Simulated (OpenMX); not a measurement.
Crystal: Ge.

```
Ge
1.0
    -2.49590    2.65086    1.43695
     2.49590   -2.65086    1.43695
     2.49590    2.65086   -1.43695
Ge
2
Direct
  0.31406 0.06406 0.25000
  0.68594 0.93594 0.75000
```

This isn't the form of Ge at room conditions, which is diamond.

* Program: OpenMX 3.8.5
* Task: single point
* Functional: PBE
* Potentials or basis: OpenMX 2013 PBE set, Ge7.0-s3p2d2, grid cutoff 300 Ry
* k mesh: 11 × 11 × 11
* Occupations: fermi-dirac, width 0.05 eV
* Spin: no spin polarisation

On this cell: pressure 2.5 GPa; largest force 0.037 eV/Å; band gap on the k mesh none (metal or under the smearing width).

The same run follows on a disturbed copy (atoms moved at random, drawn with an rms of 0.05 Å):

```xyz
2
Lattice="-2.4959 2.6509 1.4369 2.4959 -2.6509 1.4369 2.4959 2.6509 -1.4369" Properties=species:S:1:pos:R:3 pbc="T T T"
Ge   -0.0545    1.3267    0.1384
Ge    2.5130    1.3276    1.2763
```

Question: What changes?

Answer: The energy (extrapolated to zero smearing) moves by +4.8 meV/atom; pressure 2.6 GPa; largest force 0.188 eV/Å; band gap on the k mesh none (metal or under the smearing width).

Forces in eV/Å, atoms in the order of the input:
```
Ge   0.187  0.004  0.023
Ge  -0.187 -0.004 -0.023
```

Caveats: the basis of atomic orbitals isn't converged, which shifts pressures, moduli and gaps.
